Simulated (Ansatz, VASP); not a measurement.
**Two plane-wave programs on MgH2**

File INCAR:

```
ALGO = Normal
EDIFF = 1E-7
ENCUT = 520
GGA = PE
ISIF = 2
ISMEAR = 0
LASPH = True
LCHARG = True
LELF = True
LREAL = False
LVHAR = True
LWAVE = False
NBANDS = 13
NELM = 80
PREC = Accurate
SIGMA = 0.1
```

File KPOINTS:

```
k-points
0
Gamma
  8 8 8
```

POSCAR

```
MgH2
1.0
    0.0000000000      2.9714257634      2.9714257634
    2.9714257634      0.0000000000      2.9714257634
    2.9714257634      2.9714257634      0.0000000000
Mg H
2 4
Direct
    0.5000000000      0.5000000000      0.5000000000
    0.7500000000      0.7500000000      0.7500000000
    0.1250000000      0.1250000000      0.1250000000
    0.6250000000      0.1250000000      0.1250000000
    0.1250000000      0.1250000000      0.6250000000
    0.1250000000      0.6250000000      0.1250000000
```

Input for Ansatz:

```yaml
crystal:
  lattice:
    - [0.0, 2.9714257634, 2.9714257634]
    - [2.9714257634, 0.0, 2.9714257634]
    - [2.9714257634, 2.9714257634, 0.0]
  atoms:
    - { symbol: Mg, position: [0.5, 0.5, 0.5] }
    - { symbol: Mg, position: [0.75, 0.75, 0.75] }
    - { symbol: H, position: [0.125, 0.125, 0.125] }
    - { symbol: H, position: [0.625, 0.125, 0.125] }
    - { symbol: H, position: [0.125, 0.125, 0.625] }
    - { symbol: H, position: [0.125, 0.625, 0.125] }
basis:
  ecutwfc: 420
kpoints:
  mp_grid: { grid: [8, 8, 8] }
hamiltonian:
  xc: pbe
scf:
  occupations: { method: gaussian, width: 0.1 }
output:
  forces: true
  stress: true
  eigenvalues: true
```

Alike in both runs: task single point; functional PBE; k mesh 8 × 8 × 8; occupations gaussian, width 0.1 eV; no spin polarisation.

|  | VASP | Ansatz |
| --- | --- | --- |
| version | VASP 6.6.1 | Ansatz 0.2.0 |
| potentials or method | VASP PAW PBE potentials, release 64 (Mg, H) | scalar-relativistic, plane waves, PAW |
| plane-wave cutoff (eV) | 520 | 420 |
| valence electrons in the cell | 8 | 24 |

Ansatz gave:

```
gap on the k mesh at the Fermi level (eV) : none
pressure (GPa)                            : 0.0
```

Question: Which values does VASP return?

Answer: gap on the k mesh at the Fermi level (eV): none; pressure (GPa): -0.3.

A gap of «none» marks a metal or a gap that the smearing closes. The two sets of potentials don't hold the same shells in valence.
